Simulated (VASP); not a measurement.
# From VASP inputs to Ansatz: ZnO (strained NiAs)

INCAR

```
ISMEAR = -1
EDIFF = 1E-7
NBANDS = 26
LCHARG = .FALSE.
SIGMA = 0.02
LASPH = .TRUE.
PREC = Accurate
LREAL = .FALSE.
NSW = 0
ENCUT = 520
GGA = PE
LWAVE = .FALSE.
ISIF = 2
NELM = 120
IBRION = -1
```

KPOINTS

```
KPOINTS created by Atomic Simulation Environment
0
Gamma
12 12 6
0 0 0
```

KPOINTS_OPT

```
special points
6
Reciprocal
0.0000000000 0.0000000000 0.0000000000 1
0.5000000000 0.0000000000 0.0000000000 1
0.3333333333 0.3333333333 0.0000000000 1
0.0000000000 0.0000000000 0.5000000000 1
0.5000000000 0.0000000000 0.5000000000 1
0.3333333333 0.3333333333 0.5000000000 1
```

POSCAR

```
Zn O
 1.0000000000000000
     3.0447329548520456   -0.0000000000288675    0.0000000000000000
    -1.5223664774010228    2.6368160866559638    0.0000000000000000
     0.0000000000000000    0.0000000000000000    5.2424986338000004
 Zn  O
   2   2
Cartesian
  0.0000000000000000  0.0000000000000000  0.0000000000000000
  0.0000000000000000  0.0000000000000000  2.6212493169000006
  0.0000000000166668  1.7578773910943535  1.3106246584500003
  1.5223664774343566  0.8789386955327431  3.9318739753500007
```

VASP ran with the recommended PBE PAW datasets (36 valence electrons in the cell).

**Question.** Write an Ansatz input for this cell and level of theory.

**Answer.** 

```yaml
crystal:
  lattice:
    - [3.0447329549, 0.0, 0.0]
    - [-1.5223664774, 2.6368160867, 0.0]
    - [0.0, 0.0, 5.2424986338]
  atoms:
    - { symbol: Zn, position: [0.0, 0.0, 0.0] }
    - { symbol: Zn, position: [0.0, 0.0, 0.5] }
    - { symbol: O, position: [0.3333333333, 0.6666666667, 0.25] }
    - { symbol: O, position: [0.6666666667, 0.3333333333, 0.75] }
kpoints:
  mp_grid: { grid: [12, 12, 6] }
  band_path:
    path:
      - [0.0, 0.0, 0.0]
      - [0.5, 0.0, 0.0]
      - [0.3333333333, 0.3333333333, 0.0]
      - [0.0, 0.0, 0.5]
      - [0.5, 0.0, 0.5]
      - [0.3333333333, 0.3333333333, 0.5]
    npoints: 1
hamiltonian:
  xc: pbe
scf:
  occupations: { method: fermi_dirac, width: 0.02 }
  n_extra_bands: 5
output:
  forces: true
  stress: true
  eigenvalues: true
```

Other inputs would serve too.

```tsv
	VASP	Ansatz
gap between bands v and c	0.41 eV	0.43 eV
least direct gap	0.41 eV	0.43 eV
pressure	-2.7 GPa	-3.5 GPa
```

Each program uses its own PAW datasets. VASP's cell holds 36 valence electrons and Ansatz's 36. Ansatz's stress includes a Pulay correction; VASP's doesn't.
